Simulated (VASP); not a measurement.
# Al in VASP: a series of runs, part 2 of 2

VASP 6.6.1. Earlier steps stand in the parts before.

### Step 5. Work function, PBE

File INCAR:

```
SYSTEM = Al
PREC     = Accurate       ! precision mode
ENCUT    = 520            ! plane-wave cutoff, eV
EDIFF    = 1E-6           ! SCF threshold, eV
ISMEAR   = -1             ! smearing method
SIGMA    = 0.05           ! smearing width, eV
LREAL    = .FALSE.        ! projectors in reciprocal space
LASPH    = .TRUE.         ! aspherical terms in the spheres
NELM     = 100            ! most SCF steps
ALGO     = Normal         ! electronic algorithm
ISIF     = 2              ! what is computed and relaxed
LWAVE    = .FALSE.        ! write WAVECAR
LCHARG   = .FALSE.        ! write CHGCAR
LDIPOL   = .TRUE.       
IDIPOL   = 3            
DIPOL    = 0.5 0.5 0.500
GGA      = PE             ! functional
EFIELD   = 0            
LVHAR    = .TRUE.       
LVACPOTAV= .TRUE.
```

File KPOINTS:

```
Automatic mesh
0
G
  11 11 1
  0 0 0
```

File POSCAR:

```
Al
1.0
    2.8270770242      0.0000000000      0.0000000000
   -1.4135385121      2.4483205214      0.0000000000
    0.0000000000      0.0000000000     26.4824913375
Al
6
Direct
    0.6666666700      0.3333333400      0.2832059833
    0.0000000000      0.0000000000      0.3699235900
    0.3333333300      0.6666666600      0.4566411967
    0.0000000000      0.0000000000      0.5433588033
    0.6666666700      0.3333333400      0.6300764100
    0.0000000000      0.0000000000      0.7167940167
```

Potentials or basis: VASP PAW PBE potentials, release 64 (Al).

On the command line:

```console
> cat potpaw_PBE.64/Al/POTCAR > POTCAR
> mpirun -np 1 vasp_std > vasp.out
```

OUTCAR:

```text
SYSTEM = Al
   PREC = Accurate
   ENCUT = 520
   EDIFF = 1E-6
   ISMEAR = -1
   LREAL = .FALSE.
   LASPH = .TRUE.
   NELM = 100
   ISIF = 2
   GGA = PE

 ion  position               nearest neighbor table
   1  0.667  0.333  0.283-   2 2.82   2 2.82   2 2.82
   2  0.000  0.000  0.370-   3 2.82   1 2.82   1 2.82   3 2.82   1 2.82   3 2.82
   3  0.333  0.667  0.457-   4 2.82   2 2.82   4 2.82   4 2.82   2 2.82   2 2.82
   4  0.000  0.000  0.543-   3 2.82   5 2.82   3 2.82   3 2.82   5 2.82   5 2.82
   5  0.667  0.333  0.630-   4 2.82   6 2.82   4 2.82   6 2.82   4 2.82   6 2.82
   6  0.000  0.000  0.717-   5 2.82   5 2.82   5 2.82

  LATTYP: Found a hexagonal cell.
 ALAT       =     2.8270770242
 C/A-ratio  =     9.3674459913

  Lattice vectors:

 A1 = (   2.8270770242,   0.0000000000,   0.0000000000)
 A2 = (  -1.4135385121,   2.4483205214,   0.0000000000)
 A3 = (   0.0000000000,   0.0000000000,  26.4824913375)

Analysis of symmetry for initial positions (statically):
=====================================================================
 Subroutine PRICEL returns:
 Original cell was already a primitive cell.

 Routine SETGRP: Setting up the symmetry group for a
 hexagonal supercell.

 Subroutine GETGRP returns: Found  6 space group operations
 (whereof  6 operations were pure point group operations)
 out of a pool of 24 trial point group operations.

The static configuration has the point symmetry C_3v.

Analysis of symmetry for dynamics (positions and initial velocities):
=====================================================================
 Subroutine PRICEL returns:
 Original cell was already a primitive cell.

 Routine SETGRP: Setting up the symmetry group for a
 hexagonal supercell.

 Subroutine GETGRP returns: Found  6 space group operations
 (whereof  6 operations were pure point group operations)
 out of a pool of 24 trial point group operations.

The dynamic configuration has the point symmetry C_3v.

[... 138 lines left out ...]

 dipolmoment           0.000000      0.000000     -0.000220 electrons x Angstroem

 Free energy of the ion-electron system (eV)
  ---------------------------------------------------
  ext. energy  EPLUGINS =         0.00000000
  ---------------------------------------------------
  free energy    TOTEN  =       -21.66767988 eV

  energy without entropy =      -21.63642930  energy(sigma->0) =      -21.65205459

 E-fermi :   2.4039     XC(G=0):  -6.0820

 val. band max:        2.3928070154   @ k =   0.2727   0.0909   0.0000
 cond. band min:       2.4401561200   @ k =   0.2727  -0.0000   0.0000
 fundamental gap:      0.0473491046
 Fermi energy:         2.4038804246

 k-point     1 :       0.0000    0.0000    0.0000
  band No.  band energies     occupation
      1      -8.7320      2.00000
      2      -8.2202      2.00000
      3      -7.3739      2.00000
      4      -6.2288      2.00000
      5      -4.7924      2.00000
      6      -3.0387      2.00000
      7      -1.3391      2.00000
      8       0.8283      2.00000
      9       2.9665      0.00003
     10       4.8727      0.00000
     11       5.9640      0.00000
     12       6.9012      0.00000
     13       7.0858      0.00000
[... 226 lines left out ...]
  band No.  band energies     occupation
      1      -1.4493      2.00000
      2      -1.3663      2.00000
      3      -0.9814      2.00000
      4      -0.9007      2.00000
      5      -0.2037      2.00000
      6      -0.1464      2.00000
      7       0.6384      2.00000
      8       0.9250      2.00000
      9       1.0434      2.00000
     10       1.1689      2.00000
     11       2.1760      1.97925
     12       2.2905      1.81234
     13       2.7628      0.00152

------------------------ aborting loop because EDIFF is reached ----------------------------------------

  FORCE on cell =-STRESS in cart. coord.  units (eV):
  Direction    XX          YY          ZZ          XY          YZ          ZX
  --------------------------------------------------------------------------------------
  -------------------------------------------------------------------------------------
  Total        0.6727460      0.6727460      2.1771266      0.0000000      0.0000000      0.0000000
  in kB        5.8802660      5.8802660     19.0295932      0.0000000      0.0000000      0.0000000
  external PRESSURE =      10.2633751 kB  Pullay stress =       0.0000000 kB

 VOLUME and BASIS-vectors are now :
 -----------------------------------------------------------------------------
  energy-cutoff  :      520.00
  volume of cell :      183.30
      direct lattice vectors                 reciprocal lattice vectors
     2.827077024  0.000000000  0.000000000     0.353722234  0.204221627  0.000000000
    -1.413538512  2.448320521  0.000000000     0.000000000  0.408443254  0.000000000
     0.000000000  0.000000000 26.482491338     0.000000000  0.000000000  0.037760798

 POSITION                                       TOTAL-FORCE (eV/Angst)
 -----------------------------------------------------------------------------------
      1.41354      0.81611      7.50000         0.000000     -0.000000     -0.137137
      0.00000      0.00000      9.79650        -0.000000      0.000000     -0.056485
      0.00000      1.63221     12.09300         0.000000      0.000000     -0.015360
      0.00000      0.00000     14.38949        -0.000000     -0.000000      0.016906
      1.41354      0.81611     16.68599        -0.000000      0.000000     -0.025035
      0.00000      0.00000     18.98249        -0.000000      0.000000      0.217112
 -----------------------------------------------------------------------------------
    total drift:                                0.000000      0.000000      0.000006

  FREE ENERGIE OF THE ION-ELECTRON SYSTEM (eV)
  ---------------------------------------------------
  free  energy   TOTEN  =       -21.6676798770 eV

  energy  without entropy=      -21.6364293037  energy(sigma->0) =      -21.65205459

 vacuum level on the upper side and lower side of the slab         6.508         6.514
```

OSZICAR:

```text
N       E                     dE             d eps       ncg     rms          rms(c)
DAV:   1     0.511955489345E+02    0.51196E+02   -0.60155E+03   416   0.102E+03
DAV:   2    -0.183649341838E+02   -0.69560E+02   -0.64669E+02   565   0.148E+02
DAV:   3    -0.223357708788E+02   -0.39708E+01   -0.38111E+01   575   0.336E+01
[... 18 lines left out ...]
DAV:  22    -0.216676597785E+02   -0.20314E-04   -0.25924E-06   436   0.688E-03    0.151E-03
DAV:  23    -0.216676759582E+02   -0.16180E-04   -0.15650E-06   352   0.451E-03    0.105E-03
DAV:  24    -0.216676785650E+02   -0.26069E-05   -0.16642E-07   293   0.178E-03    0.450E-04
DAV:  25    -0.216676797391E+02   -0.11741E-05   -0.84904E-08   268   0.125E-03    0.287E-04
DAV:  26    -0.216676798770E+02   -0.13785E-06   -0.13101E-08   248   0.646E-04
   1 F= -.21667680E+02 E0= -.21652055E+02  d E =-.312506E-01
```

Run time: 77 s. Hardware: 1 thread of AMD EPYC 7R43 (Zen 3), shared host; peak memory 0.27 GiB.

What came out:

| Property | Result |
| --- | --- |
| Free energy | -21.6677 eV |
| Largest force | 0.217 eV/Å |
| Band gap on the k mesh | none (metal or under the smearing width) |
| Work function of the upper face | 4.10 eV |
| Work function of the lower face | 4.11 eV |

Forces on the atoms (eV/Å):
```
Al   0.000  0.000 -0.137
Al   0.000  0.000 -0.056
Al   0.000  0.000 -0.015
Al   0.000  0.000  0.017
Al   0.000  0.000 -0.025
Al   0.000  0.000  0.217
```
